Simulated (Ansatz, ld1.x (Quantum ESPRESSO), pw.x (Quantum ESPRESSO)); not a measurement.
# Equation-of-state test of one TM potential (tantalum)

ld1.x (Quantum ESPRESSO) 7.5 input, shortened:

```
&input
   title='Ta', zed=73., rel=1, dft='PBE', iswitch=3,
   config='[Xe] 4f14 5d3 6s2 6p0'
 /
 &inputp
   pseudotype=2, tm=.true., lloc=1,
   nlcc=.true., new_core_ps=.true., rcore=1.00
 /
3
6S  1  0   2.00   0.00  2.05  2.05  0.0
5D  3  2   3.00   0.00  2.15  2.15  0.0
6P  2  1   0.00   0.00  3.30  3.30  0.0
 &test
   configts(1)='5d3 6s2 6p0'
 /
```

Crystal test: sc Ta in pw.x 7.5, no spin, 12³ k-points, Fermi–Dirac smearing 0.01 Ry, cutoffs 60/240 Ry. The lattice is a test structure that the element need not adopt, and mesh and smearing are coarse.

pw.x input:

```
&control
  calculation='scf', prefix='x', pseudo_dir='./', outdir='./tmp', tstress=.true., disk_io='low'
/
&system
  ibrav=0, nat=1, ntyp=1, ecutwfc=60, ecutrho=240, nbnd=9,
  occupations='smearing', smearing='fd', degauss=0.01
/
&electrons
  conv_thr=1e-09, mixing_beta=0.4, electron_maxstep=70
/
ATOMIC_SPECIES
Ta 1.0 Ta.UPF
CELL_PARAMETERS angstrom
  2.73132247 0.00000000 0.00000000
  0.00000000 2.73132247 0.00000000
  0.00000000 0.00000000 2.73132247
ATOMIC_POSITIONS crystal
Ta 0.0000 0.0000 0.0000
K_POINTS automatic
12 12 12 0 0 0
```

```bash
pw.x < Ta.scf.in > Ta.scf.out
```

**Question.** How does the run end?

**Answer.** It converges; the pressure is 19.18 GPa against 1.79 GPa from all-electron LAPW. The largest radius (3.30 bohr) exceeds half the bond length (2.58 bohr), so the spheres overlap, which is one possible source of error among others. This is a poor potential for the solid. The free energy does not fall steadily as the cutoff rises, most likely since the density grid, which shrinks with it, is too coarse for the model core; the lower cutoffs are not converged. The log shows:

```
Message from routine setup:
     using ibrav=0 with symmetry is DISCOURAGED, use correct ibrav instead
     lattice parameter (alat)  =       5.1615  a.u.
     unit-cell volume          =     137.5041 (a.u.)^3
     number of electrons       =         5.00
     number of Kohn-Sham states=            9
     kinetic-energy cutoff     =      60.0000  Ry
     charge density cutoff     =     240.0000  Ry
     scf convergence threshold =      1.0E-09
     Exchange-correlation= PBE
     number of k points=    84  Fermi-Dirac smearing, width (Ry)=  0.0100
     iteration #  1     ecut=    60.00 Ry     beta= 0.40
     total energy              =     -66.49668181 Ry
     estimated scf accuracy    <       0.00742577 Ry
     iteration #  2     ecut=    60.00 Ry     beta= 0.40
     total energy              =     -66.49660601 Ry
     estimated scf accuracy    <       0.00229793 Ry
     iteration #  3     ecut=    60.00 Ry     beta= 0.40
     total energy              =     -66.49669391 Ry
     estimated scf accuracy    <       0.00006875 Ry
     iteration #  4     ecut=    60.00 Ry     beta= 0.40
     total energy              =     -66.49669976 Ry
     estimated scf accuracy    <       0.00000022 Ry
     iteration #  5     ecut=    60.00 Ry     beta= 0.40
     total energy              =     -66.49669981 Ry
     estimated scf accuracy    <       0.00000003 Ry
     iteration #  6     ecut=    60.00 Ry     beta= 0.40
     the Fermi energy is    10.5272 ev
!    total energy              =     -66.49669981 Ry
     estimated scf accuracy    <          4.6E-10 Ry
     smearing contrib. (-TS)   =      -0.00342879 Ry
     The total energy is F=E-TS. E is the sum of the following terms:
     one-electron contribution =       7.91120745 Ry
     hartree contribution      =       0.19856917 Ry
     xc contribution           =     -60.86031693 Ry
     ewald contribution        =     -13.74273071 Ry
     convergence has been achieved in   6 iterations
          total   stress  (Ry/bohr**3)                   (kbar)     P=      191.82
```
